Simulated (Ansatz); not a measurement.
# Cd: pressure up to the limit of the methods

One table from this session's results is given with a row withheld; the runs are named, their logs left out.

Program: Ansatz 0.2.0. Level of theory: DFT PBE, with the methods named in each step. These are calculated values, not measurements.

## Starting point

It takes space group Fm-3m (No. 225, cubic). Conventional cell: a = 4.521 Å, b = 4.521 Å, c = 4.521 Å, α = 90.00°, β = 90.00°, γ = 90.00°. Cd (site symmetry m-3m) is surrounded by 12 Cd at 3.20 Å.

As a file:

```cif
data_structure
_symmetry_space_group_name_H-M 'Fm-3m'
_symmetry_Int_Tables_number 225
_cell_length_a 4.5213
_cell_length_b 4.5213
_cell_length_c 4.5213
_cell_angle_alpha 90.000
_cell_angle_beta 90.000
_cell_angle_gamma 90.000
_cell_volume 92.42
loop_
_atom_site_label
_atom_site_type_symbol
_atom_site_symmetry_multiplicity
_atom_site_Wyckoff_symbol
_atom_site_fract_x
_atom_site_fract_y
_atom_site_fract_z
_atom_site_occupancy
Cd1 Cd 4 a 0.00000 0.00000 0.00000 1
```

The file gives the conventional cell by its symmetry; the runs use the cell typed in the input.

Whether this phase is the stable one at these pressures isn't tested.

Set-up of the first run:

File input.yaml:

```yaml
crystal:
  lattice:
    - [0.0, 2.2606409543, 2.2606409543]
    - [2.2606409543, 0.0, 2.2606409543]
    - [2.2606409543, 2.2606409543, 0.0]
  atoms:
    - { symbol: Cd, position: [0.0, 0.0, 0.0] }
kpoints:
  mp_grid: { grid: [14, 14, 14] }
scf:
  occupations: { method: fermi_dirac, width: 0.08 }
hamiltonian:
  xc: pbe
  pseudopotentials: { kind: paw }
output:
  forces: true
  stress: true
  write_density: true
  write_potential: true
  elf: true
  volumetric_format: npy
relax:
  f_tol: 0.005
  max_steps: 40
  cell: {}
```

Run with:

```bash
$ ansatz run input.yaml --threads 1 --pin off --max-ram 2048MiB --backend cpu --events-out ev --progress --plain --runs-dir out
```

Among the steps run: Cell relaxed at zero pressure, PAW; Volume scaled by 1, PAW; Volume scaled by 0.88, PAW; Volume scaled by 0.88, PAW (cutoff 250 eV); Volume scaled by 0.78, PAW; Volume scaled by 0.78, PAW (source ansatz); Volume scaled by 0.68, PAW; Volume scaled by 0.58, PAW; Volume scaled by 0.5, PAW; Volume scaled by 0.43, PAW; Volume scaled by 0.43, PAW (level accurate).

One table of the session follows, with a row left open; its other results are not shown here.

```
              method  volume over the first  volume (Å³/atom)  pressure (GPa)
                 PAW                      1            22.778            0.00
                 PAW                   0.88            20.044            8.09
                 PAW                   0.78            17.766           22.01
                 PAW                   0.68            15.489           49.79
                 PAW                   0.58            13.211          109.39
                 PAW                    0.5            11.389          209.04
                 PAW                   0.43             9.794          383.90
 PAW (cutoff 250 eV)                   0.88            20.044            7.29
PAW (level accurate)                   0.43                 ?               ?
 PAW (source ansatz)                   0.78            17.766           22.01
```

Estimate the missing values for PAW (level accurate), 0.43.

As computed: volume (Å³/atom): 9.794; pressure (GPa): 384.27.

Limits of these values: At pressures up to 384 GPa the PAW spheres may overlap and frozen cores may not hold, so those PAW values are rough without an all-electron check. Warnings in the runs' records: cutoff below recommended.
